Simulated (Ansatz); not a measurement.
The calculation used DFT PBE, scalar-relativistic, plane waves, PAW (Ansatz). All cells share a 420 eV cutoff and Γ-centred k meshes spaced at most about 0.3 Å⁻¹ (about 0.25 or finer for metals, 2π included). No spin polarisation.

Temperature and zero-point effects are left out.

Two forms of Si7Mo were relaxed alike.

A.

```yaml
crystal:
  lattice:
    - [2.45758, -2.73894, 0.00000]
    - [2.45758, 2.73894, 0.00000]
    - [0.00000, 0.00000, 9.22021]
  atoms:
    - { symbol: Si, position: [0.71822, 0.78765, 0.74861] }
    - { symbol: Si, position: [0.21235, 0.28178, 0.25139] }
    - { symbol: Si, position: [0.28178, 0.21235, 0.74861] }
    - { symbol: Si, position: [0.78765, 0.71822, 0.25139] }
    - { symbol: Si, position: [0.00000, 0.00000, 0.00000] }
    - { symbol: Si, position: [0.00000, 0.50000, 0.53785] }
    - { symbol: Si, position: [0.50000, 0.00000, 0.46214] }
    - { symbol: Mo, position: [0.50000, 0.50000, 0.00000] }
```

B.

```yaml
crystal:
  lattice:
    - [3.28384, 0.00000, 0.00000]
    - [0.00000, 3.28384, 0.00000]
    - [0.00000, 0.00000, 10.56022]
  atoms:
    - { symbol: Si, position: [0.00000, 0.00000, 0.25046] }
    - { symbol: Si, position: [0.50000, 0.50000, 0.35812] }
    - { symbol: Si, position: [0.00000, 0.00000, 0.74954] }
    - { symbol: Si, position: [0.50000, 0.50000, 0.64188] }
    - { symbol: Si, position: [0.50000, 0.50000, 0.87950] }
    - { symbol: Si, position: [0.50000, 0.50000, 0.12050] }
    - { symbol: Si, position: [0.00000, 0.00000, 0.50000] }
    - { symbol: Mo, position: [0.00000, 0.00000, 0.00000] }
```

Task: Which form is favoured at zero pressure, and by what margin per atom?

Result: B is lower, by 78 meV/atom. A has space group C222 (No. 21), 15.5 Å³/atom and no gap on its mesh; B has space group P4/mmm (No. 123), 14.2 Å³/atom and no gap. Counting Si atoms around Mo (those within 1.25 times the shortest such distance or 1.15 times the sum of covalent radii, 1.27 where that leaves under three), A has Mo 8 and B has Mo 10. A and B both hold Si–Si bonds in all directions. The denser one is the lower, and pressure would at first widen the difference. Even the lower one lies +0.18 eV/atom against the reference forms of the elements (uncorrected), so neither is stable at this level. Both come from invented guesses.

Cells relaxed within their symmetry can be saddle points.
